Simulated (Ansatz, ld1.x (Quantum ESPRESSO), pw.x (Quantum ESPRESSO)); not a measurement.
lithium: does the TM potential hold in the solid?

lithium, norm-conserving Troullier–Martins (Kleinman–Bylander form), made with ld1.x (Quantum ESPRESSO) 7.5 (PBE, scalar-relativistic). Core [He], reference 2s1 2p0. Waves: 2s (bound): rc 3.20 bohr; 2p (bound, empty): rc 4.20 bohr; 3d channel at 0.4 Ry: rc 4.40 bohr. Local part: the d channel. Core correction: a·sin(br)/r model core inside 2.90 bohr.

Crystal test: fcc Li in pw.x 7.5, no spin, 13³ k-points, Fermi–Dirac smearing 0.01 Ry, cutoffs 50/200 Ry. The reference is all-electron LAPW (Ansatz 0.2.0) with the same functional, mesh and smearing; V0 and B0 come from Birch–Murnaghan fits to the pressures at five volumes. Errors are pseudo minus all-electron; Δ is the rms difference of the E(V) curves that follow from these fits, minima aligned, over ±6 % about the mean V0. Mesh and smearing are coarse, so the numbers serve the comparison and aren't converged zero-temperature values; the lattice is a test structure that the element need not adopt.

All-electron: a0 = 4.329 Å (V0 = 20.28 Å³/atom), B0 = 13.7 GPa.

**Question.** How far does the potential miss the all-electron equation of state?

**Answer.** mean pressure error (GPa): -0.90. The pressure does not cross zero within the volumes sampled, so no fit is given. The largest radius (4.40 bohr) exceeds half the bond length (2.90 bohr), so the spheres overlap, which is one possible source of error among others. This is a poor potential for the solid.

| V (Å³/atom) | P all-electron (GPa) | P pseudo (GPa) |
| --- | --- | --- |
| 19.331 | 0.71 | -0.38 |
| 19.839 | 0.31 | -0.67 |
| 20.348 | -0.05 | -0.94 |
| 20.857 | -0.37 | -1.17 |
| 21.365 | -0.66 | -1.39 |

**Question.** At the middle volume, how do free energy and pressure move when the wave cutoff is lowered (ecutrho kept at four times it)?

**Answer.**

| cutoff (Ry) | shift of F (meV/atom) | shift of P (GPa) |
| --- | --- | --- |
| 22 | +0.1 | -0.00 |
| 30 | +0.0 | +0.00 |
| 40 | -0.0 | +0.00 |

Input at the middle volume:

```
&control
  calculation='scf', prefix='x', pseudo_dir='./', outdir='./tmp', tstress=.true., disk_io='none'
/
&system
  ibrav=0, nat=1, ntyp=1, ecutwfc=50, ecutrho=200, nbnd=7,
  occupations='smearing', smearing='fd', degauss=0.01
/
&electrons
  conv_thr=1e-09, mixing_beta=0.4, electron_maxstep=70
/
ATOMIC_SPECIES
Li 1.0 Li.UPF
CELL_PARAMETERS angstrom
  0.00000000 2.16685863 2.16685863
  2.16685863 0.00000000 2.16685863
  2.16685863 2.16685863 0.00000000
ATOMIC_POSITIONS crystal
Li 0.0000 0.0000 0.0000
K_POINTS automatic
13 13 13 0 0 0
```

```bash
pw.x < Li.scf.in > Li.scf.out
```

Lines of the output:

```
Message from routine setup:
     using ibrav=0 with symmetry is DISCOURAGED, use correct ibrav instead
     lattice parameter (alat)  =       5.7909  a.u.
     unit-cell volume          =     137.3151 (a.u.)^3
     number of electrons       =         1.00
     number of Kohn-Sham states=            7
     kinetic-energy cutoff     =      50.0000  Ry
     charge density cutoff     =     200.0000  Ry
     scf convergence threshold =      1.0E-09
     Exchange-correlation= PBE
     number of k points=    84  Fermi-Dirac smearing, width (Ry)=  0.0100
     iteration #  1     ecut=    50.00 Ry     beta= 0.40
     total energy              =      -0.52510538 Ry
     estimated scf accuracy    <       0.00031024 Ry
     iteration #  2     ecut=    50.00 Ry     beta= 0.40
     total energy              =      -0.52538718 Ry
     estimated scf accuracy    <       0.00011733 Ry
     iteration #  3     ecut=    50.00 Ry     beta= 0.40
     total energy              =      -0.52542155 Ry
     estimated scf accuracy    <       0.00000020 Ry
     iteration #  4     ecut=    50.00 Ry     beta= 0.40
     total energy              =      -0.52542092 Ry
     estimated scf accuracy    <       0.00000021 Ry
     iteration #  5     ecut=    50.00 Ry     beta= 0.40
     total energy              =      -0.52542311 Ry
     estimated scf accuracy    <       0.00000034 Ry
     iteration #  6     ecut=    50.00 Ry     beta= 0.40
     total energy              =      -0.52542345 Ry
     estimated scf accuracy    <       0.00000006 Ry
     iteration #  7     ecut=    50.00 Ry     beta= 0.40
     total energy              =      -0.52542351 Ry
     estimated scf accuracy    <       0.00000004 Ry
     iteration #  8     ecut=    50.00 Ry     beta= 0.40
     total energy              =      -0.52542351 Ry
     estimated scf accuracy    <          2.0E-09 Ry
     iteration #  9     ecut=    50.00 Ry     beta= 0.40
     total energy              =      -0.52542352 Ry
     estimated scf accuracy    <          2.6E-09 Ry
     iteration # 10     ecut=    50.00 Ry     beta= 0.40
     the Fermi energy is     0.4157 ev
!    total energy              =      -0.52542352 Ry
     estimated scf accuracy    <          4.9E-12 Ry
     smearing contrib. (-TS)   =      -0.00232103 Ry
     The total energy is F=E-TS. E is the sum of the following terms:
     one-electron contribution =       0.39767279 Ry
     hartree contribution      =       0.00120076 Ry
     xc contribution           =      -0.36213229 Ry
     ewald contribution        =      -0.55984375 Ry
     convergence has been achieved in  10 iterations
          total   stress  (Ry/bohr**3)                   (kbar)     P=       -9.36
     Message from routine punch:
     Nothing written, as per user request (disk_io='none')
```

The run at the middle volume (84 k-points, 10 iterations) took about 6.9 s on one core of a shared host (Neoverse-V2, 96 threads, 742 GiB, load 44).
